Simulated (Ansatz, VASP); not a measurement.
## One calculation of SiC (Moissanite 3C), two programs

The input INCAR:

```
ALGO     = Normal         # electronic algorithm
EDIFF    = 1E-6           # SCF threshold, eV
ENCUT    = 520            # plane-wave cutoff, eV
GGA      = PE             # functional
ISIF     = 2              # what is computed and relaxed
ISMEAR   = 0              # smearing method
LASPH    = T              # aspherical terms in the spheres
LCHARG   = F              # write CHGCAR
LREAL    = F              # projectors in reciprocal space
LWAVE    = F              # write WAVECAR
NBANDS   = 11             # bands
NELM     = 80             # most SCF steps
PREC     = Accurate       # precision mode
SIGMA    = 0.02           # smearing width, eV
```

File KPOINTS:

```
k-points
0
Gamma
  10 10 10
```

Contents of POSCAR:

```
SiC
1.0
    0.0000000000      2.1451638705      2.1451638705
    2.1451638705      0.0000000000      2.1451638705
    2.1451638705      2.1451638705      0.0000000000
Si C
1 1
Direct
    0.0000000000      0.0000000000      0.0000000000
    0.2500000000      0.2500000000      0.2500000000
```

Input for Ansatz:

```yaml
crystal:
  lattice:
    - [0.0, 2.1451638705, 2.1451638705]
    - [2.1451638705, 0.0, 2.1451638705]
    - [2.1451638705, 2.1451638705, 0.0]
  atoms:
    - { symbol: Si, position: [0.0, 0.0, 0.0] }
    - { symbol: C, position: [0.25, 0.25, 0.25] }
basis:
  ecutwfc: 420
kpoints:
  mp_grid: { grid: [10, 10, 10] }
hamiltonian:
  xc: pbe
scf:
  occupations: { method: gaussian, width: 0.02 }
output:
  forces: true
  stress: true
  eigenvalues: true
```

Alike in both runs: task single point; functional PBE; k mesh 10 × 10 × 10; occupations gaussian, width 0.02 eV; no spin polarisation.

```csv
,VASP,Ansatz
version,VASP 6.6.1,Ansatz 0.2.0
potentials or method,"VASP PAW PBE potentials, release 64 (Si, C)","scalar-relativistic, plane waves, PAW"
plane-wave cutoff (eV),520,420
valence electrons in the cell,8,8
```

Ansatz gave:

| Quantity | Value |
| --- | --- |
| gap on the k mesh at the Fermi level (eV) | 1.31 |
| least direct gap on the mesh (eV) | 4.59 |
| pressure (GPa) | 14.9 |

Estimate VASP's values.

gap on the k mesh at the Fermi level (eV): 1.31; least direct gap on the mesh (eV): 4.59; pressure (GPa): 14.8.

With one functional, cell and mesh, what is left measures potentials, basis and numerics.

A k mesh can miss the band edges.
